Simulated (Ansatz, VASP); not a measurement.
Two plane-wave programs on Ir

The input INCAR:

```
PREC = Accurate ; ENCUT = 520
EDIFF = 1E-8 ; ISMEAR = -1
SIGMA = 0.03 ; LREAL = F
LASPH = T ; NELM = 150
ALGO = Normal ; ISIF = 2
LWAVE = F ; LCHARG = F
LNONCOLLINEAR = T ; MAGMOM = 0 0 0
LORBIT = 11 ; LSORBIT = T
GGA_COMPAT = F ; LORBMOM = T
LMAXMIX = 4 ; GGA = PE
LEFG = T ; NBANDS = 20
```

KPOINTS

```
Automatic mesh
0
Gamma
  18 18 18
```

Contents of POSCAR:

```
Ir
1.0
    0.0000000000      1.9269646676      1.9269646676
    1.9269646676      0.0000000000      1.9269646676
    1.9269646676      1.9269646676      0.0000000000
Ir
1
Direct
    0.0000000000      0.0000000000      0.0000000000
```

Input for Ansatz:

```yaml
crystal:
  lattice:
    - [0.0, 1.9269646676, 1.9269646676]
    - [1.9269646676, 0.0, 1.9269646676]
    - [1.9269646676, 1.9269646676, 0.0]
  atoms:
    - { symbol: Ir, position: [0.0, 0.0, 0.0] }
kpoints:
  mp_grid: { grid: [18, 18, 18] }
  band_path:
    path:
      - [0.0, 0.0, 0.0]
      - [0.5, 0.0, 0.5]
      - [0.625, 0.25, 0.625]
      - [0.375, 0.375, 0.75]
      - [0.0, 0.0, 0.0]
      - [0.5, 0.5, 0.5]
      - [0.5, 0.25, 0.75]
      - [0.5, 0.0, 0.5]
    npoints: 5
scf:
  occupations: { method: fermi_dirac, width: 0.03 }
hamiltonian:
  xc: pbe
  pseudopotentials: { kind: paw_fr }
output:
  forces: true
  stress: true
  eigenvalues: true
  efg: { contact_densities: true }
magnetization:
  noncollinear: true
  spin_orbit: true
```

Alike in both runs: task electric field gradients; functional PBE; k mesh 18 × 18 × 18; occupations fermi-dirac, width 0.03 eV; non-collinear spin, spin-orbit coupling.

```csv
,VASP,Ansatz
version,VASP 6.6.1,Ansatz 0.2.0
potentials or method,"VASP PAW PBE potentials, release 64 (Ir)","PAW with Ansatz's default frozen-core files, fully relativistic files with spin-orbit coupling"
plane-wave cutoff (eV),520,420
valence electrons in the cell,9,17
```

```tsv
	VASP	Ansatz	Ansatz less VASP
pressure (GPa)	6.3	5.3	-0.97
net moment per atom (μB)	0.00	0.00	0.000
Vzz of the field gradient on the site that differs most (V/Å²)	0.0	0.0	0.00
```

The functional is the same, so the differences come from potentials, cutoffs and numerics. The two sets of potentials don't hold the same shells in valence.
